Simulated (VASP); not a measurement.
Set up this calculation in VASP 6.6.1, as the native input.

```
Task                   : relaxation of cell and atoms
Functional             : PBEsol
Potentials or basis    : VASP PAW PBE potentials, release 64 (B)
Cutoff                 : 600 eV
k mesh                 : 21 × 21 × 28
Occupations            : gaussian, width 0.1 eV
Spin                   : no spin polarisation
Dipole correction      : no
Further INCAR settings : ALGO = Fast; EDIFF = 1e-06; IBRION = 2; EDIFFG = -0.01; NSW = 100; ISIF = 3
```

The structure of B lies in POSCAR:

```
B
1.0
    3.0014011886      0.0000000000      0.0000000000
   -1.5007005943      2.5992896762      0.0000000000
    0.0000000000      0.0000000000      1.9146617090
B
2
Direct
    0.3333333333      0.6666666667      0.0000000000
    0.6666666667      0.3333333333      0.0000000000
```

The cell was built by a generator and needn't be a form met in nature.

One way to write it, as run:

INCAR

```
SYSTEM = B
ALGO     = Fast           ! electronic algorithm
EDIFF    = 1E-6           ! SCF threshold, eV
EDIFFG   = -0.01          ! ionic threshold
ENCUT    = 600            ! plane-wave cutoff, eV
GGA      = PS             ! functional
IBRION   = 2              ! ionic algorithm
ISIF     = 3              ! what is computed and relaxed
ISMEAR   = 0              ! smearing method
LASPH    = .TRUE.         ! aspherical terms in the spheres
LCHARG   = .FALSE.        ! write CHGCAR
LREAL    = .FALSE.        ! projectors in reciprocal space
LWAVE    = .FALSE.        ! write WAVECAR
NELM     = 100            ! most SCF steps
NSW      = 100            ! ionic steps
PREC     = Accurate       ! precision mode
SIGMA    = 0.1            ! smearing width, eV
```

KPOINTS

```
k-points
0
G
  21 21 28
  0 0 0
```

Potentials or basis: VASP PAW PBE potentials, release 64 (B).

Launch:

```console
$ cat potpaw_PBE.64/B/POTCAR > POTCAR
$ mpirun -np 1 vasp_std > vasp.out
```

It gave:

| Quantity | Value |
| --- | --- |
| Relaxed volume | 7.48 Å³/atom |
| Relaxed cell | a = 3.005 Å, b = 3.005 Å, c = 1.913 Å, α = 90.00°, β = 90.00°, γ = 120.00° |
| Space group after relaxing (to 0.05 Å) | P6/mmm (No. 191) |
| Energy gained by relaxing | 0.1 meV/atom |
| Ionic steps | 3 |
| Pressure after relaxing | -0.1 GPa |
| Band gap on the k mesh | none (metal or under the smearing width) |

Caveat: the PAW data sets were made with another functional, which shifts forces and pressure a little.

Run time: 60 s on 1 thread of Intel(R) Xeon(R) Platinum 8488C (Sapphire Rapids), with other jobs on the host, peak memory 0.19 GiB.
